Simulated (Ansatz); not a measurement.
# ZrO2: the cost of one run

Method: DFT PBE, scalar-relativistic, plane waves, PAW, in Ansatz 0.2.0.

The COD entry's cell or inner coordinates are ideal or old and differ from later refinements, so a difference from it is no clean test against experiment.

3 further runs of the same task are left out: 3 set aside as unsound or not needed.

## (1) The structure to begin with

It takes space group Fm-3m (No. 225, cubic). Conventional cell: a = 5.116 Å, b = 5.116 Å, c = 5.116 Å, α = 90.00°, β = 90.00°, γ = 90.00°. Zr (site symmetry m-3m) is surrounded by 8 O at 2.22 Å. O (site symmetry -43m) has 4 Zr at 2.22 Å as nearest neighbours.

Structure file:

```cif
data_structure
_symmetry_space_group_name_H-M 'Fm-3m'
_symmetry_Int_Tables_number 225
_cell_length_a 5.1158
_cell_length_b 5.1158
_cell_length_c 5.1158
_cell_angle_alpha 90.000
_cell_angle_beta 90.000
_cell_angle_gamma 90.000
_cell_volume 133.89
loop_
_atom_site_label
_atom_site_type_symbol
_atom_site_symmetry_multiplicity
_atom_site_Wyckoff_symbol
_atom_site_fract_x
_atom_site_fract_y
_atom_site_fract_z
_atom_site_occupancy
Zr1 Zr 4 a 0.00000 0.00000 0.00000 1
O1 O 8 c 0.25000 0.75000 0.75000 1
```

It is the result of an earlier relaxation at this level (volume 11.16 Å³/atom; gap on the mesh: 3.32 eV).

## (2) The cell under 50 GPa

What is minimised here is the enthalpy; the energy can go up as the cell is squeezed.

The input, input.yaml:

```yaml
crystal:
  lattice:
    - [0.0, 2.5578981887, 2.5578981887]
    - [2.5578981887, 0.0, 2.5578981887]
    - [2.5578981887, 2.5578981887, 0.0]
  atoms:
    - { symbol: Zr, position: [0.0, 0.0, 0.0] }
    - { symbol: O, position: [0.25, 0.25, 0.25] }
    - { symbol: O, position: [0.75, 0.75, 0.75] }
basis:
  ecutwfc: 420
kpoints:
  mp_grid: { grid: [8, 8, 8] }
hamiltonian:
  xc: pbe
scf:
  occupations: { method: fixed }
output:
  forces: true
  stress: true
  eigenvalues: true
relax:
  adjacent_minimum: "off"
  f_tol: 0.001
  max_steps: 60
  cell: { stress_tol: 0.02, p_target: 50.0 }
```

On the command line:

```
$ ansatz run input.yaml --threads 1 --pin off --max-ram 3072MiB --backend cpu --events-out ev --progress --plain --runs-dir out
```

What time and memory should one allow on 1 thread of Intel Xeon at 2.50GHz (Skylake/Cascade Lake), shared host?

About 16 s, with a peak of 0.33 GiB.
